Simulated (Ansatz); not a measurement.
A 6-atom cell of TiO2 (I4_1/amd) from a materials database was put through Ansatz (plane waves). It starts from the PBE minimum.

Starting structure:
```xyz
6
Lattice="-1.8996 1.8996 4.8488 1.8996 -1.8996 4.8488 1.8996 1.8996 -4.8488" Properties=species:S:1:pos:R:3 pbc="T T T"
Ti    0.0000    0.0000    0.0000
Ti    0.0000    1.8996    2.4244
O     0.0000    1.8996    4.4268
O     0.0000    0.0000    2.0024
O     0.0000    1.8996    0.4220
O     0.0000    0.0000    7.6953
```

Main lines of the log:
```
Pseudopotential: Ti, paw, valence charge 12, recommended cutoff 500 eV (meta_gga)
Pseudopotential: O, paw, valence charge 6, recommended cutoff 500 eV (meta_gga)
Functional definition: r2SCAN
Crystal: 6 atoms, lattice volume = 69.988 Å³
Basis set: ecut = 500 eV, 1741 PW (Γ)
Bands: 30, of which v1, the nominal top of the filled ones, is band 24 counted from 1 (23 counted from 0)
Symmetry: 16 space group operations
Space group: I41/amd (ITA 141)
k-points: 59 of 512
preconditioner: auto → Resta (q_TF=auto, 2.562 Å⁻¹)  ε∞=6.6  [insulator: Δε(μ)=3.056 eV  σ=0.020 eV  ℏωp=25.1 eV]
SCF 1 converged in 8 iterations: F = -7292.640490 eV  dr2 = 3.34e-9
relax step 1: F+E_penalty+E_count = -7292.64049048 eV  max|allowed force component| = 8.554e-2 eV/Å  Δτ_max = 0.0000 Å  P = -4.657 GPa  Ω = 69.988 Å³
SCF 2 converged in 6 iterations: F = -7292.661988 eV  dr2 = 9.62e-8
relax step 2: F+E_penalty+E_count = -7292.66198795 eV  max|allowed force component| = 1.856e-2 eV/Å  Δτ_max = 0.0034 Å  P = -1.334 GPa  Ω = 68.858 Å³
SCF 3 converged in 5 iterations: F = -7292.664166 eV  dr2 = 5.62e-7
relax step 3: F+E_penalty+E_count = -7292.66416592 eV  max|allowed force component| = 4.289e-3 eV/Å  Δτ_max = 0.0026 Å  P = +0.073 GPa  Ω = 68.390 Å³
SCF 4 converged in 4 iterations: F = -7292.664195 eV  dr2 = 3.18e-8
relax step 4: F+E_penalty+E_count = -7292.66419479 eV  max|allowed force component| = 1.278e-3 eV/Å  Δτ_max = 0.0006 Å  P = +0.026 GPa  Ω = 68.395 Å³
SCF 5 converged in 6 iterations: F = -7292.664223 eV  dr2 = 3.29e-10
relax step 5: F+E_penalty+E_count = -7292.66422345 eV  max|allowed force component| = 1.537e-3 eV/Å  Δτ_max = 0.0012 Å  P = -0.000 GPa  Ω = 68.386 Å³
SCF 6 converged in 6 iterations: F = -7292.663200 eV  dr2 = 6.42e-13
relax step 6: F+E_penalty+E_count = -7292.66319959 eV  max|allowed force component| = 1.466e-3 eV/Å  Δτ_max = 0.0000 Å  P = +0.011 GPa  Ω = 68.386 Å³  (SCF on a basis re-selected at this cell)
SCF converged after 6 iterations
Free energy (F): -7292.663200 eV
Fermi energy:    8.180895 eV
--- Forces (eV/Å), atoms counted from 1 ---
  atom   1  Ti      0.00000      0.00000      0.00000
  atom   2  Ti      0.00000      0.00000      0.00000
  atom   3  O       0.00000      0.00000    -0.00147
  atom   4  O       0.00000      0.00000    -0.00147
  atom   5  O       0.00000      0.00000      0.00147
  atom   6  O       0.00000      0.00000      0.00147
--- Stress (GPa, compression-positive) ---
        0.019417       0.000000       0.000000
        0.000000       0.019417       0.000000
        0.000000       0.000000      -0.005714
  P = ⅓ Tr σ = 0.0110 GPa (0.110 kbar)
--- Relaxed structure (5 steps of the walk, 5 accepted, 1 SCFs on fresh bases) ---
  F+E_penalty+E_count = -7292.66319959 eV   max|allowed force component| = 1.466e-3 eV/Å
  cell:  # Å, volume = 68.3863 Å³
    - [-1.888896, 1.888896, 4.791739]
    - [1.888896, -1.888896, 4.791739]
    - [1.888896, 1.888896, -4.791739]
  atoms:
    - { symbol: Ti, position: [0.000000, 0.000000, 0.000000] }
    - { symbol: Ti, position: [0.750000, 0.250000, 0.500000] }
    - { symbol: O, position: [0.957286, 0.457286, 0.500000] }
    - { symbol: O, position: [0.207286, 0.207286, 0.000000] }
    - { symbol: O, position: [0.542714, 0.042714, 0.500000] }
    - { symbol: O, position: [0.792714, 0.792714, 0.000000] }
```

Task: Which of these blocks stood in the input: relax, gw, phonons, dielectric, magnetization (spin_orbit)?

Result: relax. The relax steps with a changing cell volume need the relax block with cell.

Task: Which k mesh was typed?

Result: 8×8×8, Γ-centred.

Task: How were the bands filled?

Result: With smearing of width σ = 0.02 eV (Fermi-Dirac in this run).

Command: `ansatz run input.yaml --threads 4 --pin off --max-ram 6451MiB --backend cpu --events-out ev --progress --plain --runs-dir out`. Wall time 27 s on 4 threads of Arm Neoverse V1, with other jobs on the host; peak host memory 0.89 GiB.

(Simulation; spin polarisation is off.)
